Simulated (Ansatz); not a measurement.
## Sb: strain energy, fitted

Sb, Pm-3m, a = 3.109 Å. This isn't the element's structure at ambient conditions. Ansatz: PBE, PAW, 420 eV, Γ-centred 14×10×10 mesh on 2 atoms, Gaussian smearing 0.10 eV; no spin polarisation. Series: strain along c alone, the other axes held, atoms relaxed; x is the strain in per cent. The axes a, b, c are those of the computed cell (3.110, 4.396, 4.395 Å), along [1 0 0], [0 1 1], [0 -1 1] of the cell named above. y is the free energy over the unstrained cell, V0 = 30.052 Å³/atom.

| x (%) | y (meV/atom) |
| --- | --- |
| -6.0 | ? |
| -4.0 | 14.59 |
| -2.0 | 3.59 |
| 0.0 | 0.00 |
| 2.0 | 3.36 |
| 4.0 | 12.66 |
| 6.0 | 27.00 |

Problem. Fit y = c2 x² + c3 x³ to the other rows, turn c2 into a modulus, and predict the missing energy.

Solution. Least squares on the rows shown. y = 0.84935 x² − 0.016332 x³. In eV per unit strain² c2 is 8.494; this is C33 with relaxed ions (E = ½ C33 V0 ε²): 2 × 8.494 × 160.2 / (30.052) = 91 GPa. At x = -6.0 the fit asked for gives 34.10 meV/atom. The run gave 33.62 meV/atom, so the fit is 0.48 meV/atom too high, 1.4 % of the span of the series, against an rms of 0.08 meV/atom on the fitted rows. The row lies outside the fitted range. With a term in x⁴ added, a fit to the same known rows predicts 33.45 meV/atom, so most of the miss is curvature that the known rows already hold.